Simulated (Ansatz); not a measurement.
# Al: phonons across the zone

The calculation used DFT PBE, scalar-relativistic, plane waves, PAW in Ansatz 0.2.0. Cutoff 420 eV, 24×24×12 k-points (Γ-centred), Fermi-Dirac smearing of 0.15 eV. No spin polarisation. Phonons by linear response, acoustic sum rule imposed.

Relaxed structure:
```yaml
crystal:
  lattice:
    - [1.42738, -2.47229, 0.00000]
    - [1.42738, 2.47229, 0.00000]
    - [0.00000, 0.00000, 4.72094]
  atoms:
    - { symbol: Al, position: [0.33333, 0.66667, 0.75000] }
    - { symbol: Al, position: [0.66667, 0.33333, 0.25000] }
```

It was reached by relaxing an invented guess, and it needn't be the stable form of this composition. In a metal, frequencies and elastic constants depend on the k mesh and the smearing, soft modes and shear constants most. Some empty bands missed the eigensolver's threshold. The q mesh is coarse, so values between its points are rough. This form isn't the element's ground state: it lies 33 meV/atom above the standard structure at this level.

Force constants from linear response on a 3×3×2 q mesh.

**Question.** Is the structure dynamically stable on the q mesh?

**Answer.** Yes, on this mesh: no mode is imaginary.

**Question.** Give the frequencies (cm⁻¹) at the zone-boundary points of high symmetry (interpolated where a point lies off the q mesh).

**Answer.**
| point | q | frequencies |
| --- | --- | --- |
| M | 0.000 0.500 0.000 | 146 161 186 224 267 306 |
| K | -0.333 0.667 0.000 | 197 197 202 260 260 282 |
| A | 0.000 0.000 0.500 | 79 79 79 79 214 214 |
| L | 0.000 0.500 0.500 | 169 169 172 172 307 307 |
| H | -0.333 0.667 0.500 | 162 162 246 246 282 282 |
